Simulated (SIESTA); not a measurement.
Re in SIESTA: the effect of functional

Slab: Re, a slab with vacuum.

```
Re
1.0
     2.76785    0.00000    0.00000
    -1.38392    2.39703    0.00000
     0.00000    0.00000   26.16338
Re
6
Direct
  0.66667 0.33333 0.28666
  0.00000 0.00000 0.37193
  0.66667 0.33333 0.45731
  0.33333 0.66667 0.54269
  0.66667 0.33333 0.62796
  0.33333 0.66667 0.71334
```

Alike in all runs:

| Property | Result |
| --- | --- |
| Program | SIESTA 5.4.2 |
| Task | single point |
| Potentials or basis | PseudoDojo 0.4 standard (PBE files) |
| Basis | DZP (energy shift 0.003 Ry; two zetas on semicore shells) |
| Grid cutoff | 800 Ry |
| Energy shift | 0.003 Ry |
| k mesh | 11 × 11 × 1 |
| Occupations | fermi-dirac, width 0.05 eV |
| Spin | no spin polarisation |

| functional | largest force (eV/Å) |
| --- | --- |
| PBE | 1.43 |
| vdW-DF | 1.48 |
| vdW-DF2 | 1.47 |
| optB88-vdW | 1.49 |
| vdW-DF-C09 | 1.45 |
| vdW-DF-cx | 1.45 |
| VV10 | ? |

Q: What does the run with functional VV10 give?

A: Largest force 1.35 eV/Å.

Caveats: the potentials were made for another functional, which shifts forces and pressure (some runs); the non-local part is tabulated coarsely and may be off by about a percent (some runs).
